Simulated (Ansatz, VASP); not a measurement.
## Two plane-wave programs on BaZrO3

Contents of INCAR:

```
SYSTEM = BaZrO3
PREC     = Accurate       ! precision mode
ENCUT    = 600            ! plane-wave cutoff, eV
EDIFF    = 1E-7           ! SCF threshold, eV
ISMEAR   = 0              ! smearing method
SIGMA    = 0.02           ! smearing width, eV
LREAL    = .FALSE.        ! projectors in reciprocal space
LASPH    = .TRUE.         ! aspherical terms in the spheres
NELM     = 60             ! most SCF steps
ALGO     = Normal         ! electronic algorithm
ISIF     = 3              ! what is computed and relaxed
LWAVE    = .FALSE.        ! write WAVECAR
LCHARG   = .FALSE.        ! write CHGCAR
GGA      = PE             ! functional
IBRION   = 2              ! ionic algorithm
NSW      = 70             ! ionic steps
EDIFFG   = -0.02          ! ionic threshold
```

KPOINTS

```
regular mesh
0
G
  6 6 6
  0 0 0
```

POSCAR

```
BaZrO3
1.0
    4.2267269579      0.0000000000      0.0000000000
    0.0000000000      4.2267269579      0.0000000000
    0.0000000000      0.0000000000      4.2267269579
Ba Zr O
1 1 3
Direct
    0.5000000000      0.5000000000      0.5000000000
    0.0000000000      0.0000000000      0.0000000000
    0.5000000000      0.0000000000      0.0000000000
    0.0000000000      0.5000000000      0.0000000000
    0.0000000000      0.0000000000      0.5000000000
```

Input for Ansatz:

```yaml
crystal:
  lattice:
    - [4.2267269579, 0.0, 0.0]
    - [0.0, 4.2267269579, 0.0]
    - [0.0, 0.0, 4.2267269579]
  atoms:
    - { symbol: Ba, position: [0.5, 0.5, 0.5] }
    - { symbol: Zr, position: [0.0, 0.0, 0.0] }
    - { symbol: O, position: [0.5, 0.0, 0.0] }
    - { symbol: O, position: [0.0, 0.5, 0.0] }
    - { symbol: O, position: [0.0, 0.0, 0.5] }
basis:
  ecutwfc: 420
kpoints:
  mp_grid: { grid: [6, 6, 6] }
hamiltonian:
  xc: pbe
scf:
  occupations: { method: gaussian, width: 0.02 }
output:
  forces: true
  stress: true
  eigenvalues: true
relax:
  adjacent_minimum: "off"
  f_tol: 0.02
  max_steps: 50
  cell: { stress_tol: 0.1 }
```

Alike in both runs: task relaxation of cell and atoms; functional PBE; k mesh 6 × 6 × 6; occupations gaussian, width 0.02 eV; no spin polarisation.

|  | VASP | Ansatz |
| --- | --- | --- |
| version | VASP 6.6.1 | Ansatz 0.2.0 |
| potentials or method | VASP PAW PBE potentials, release 64 (Ba_sv, Zr_sv, O) | scalar-relativistic, plane waves, PAW |
| plane-wave cutoff (eV) | 600 | 420 |
| valence electrons in the cell | 40 | 40 |

|  | VASP | Ansatz | Ansatz less VASP |
| --- | --- | --- | --- |
| gap on the k mesh at the Fermi level, each at its own relaxed structure (eV) | 3.12 | 3.18 | +0.059 |
| relaxed volume (Å³/atom) | 15.19 | 15.10 | -0.084 |
| relaxed cell length with the largest relative difference (Å) | 4.235 | 4.227 | -0.0079 |

Caveats: spin-orbit coupling is left out, which moves the levels of the heavy elements. A k mesh can miss the band edges. Zero-point motion and thermal expansion aren't in these numbers.
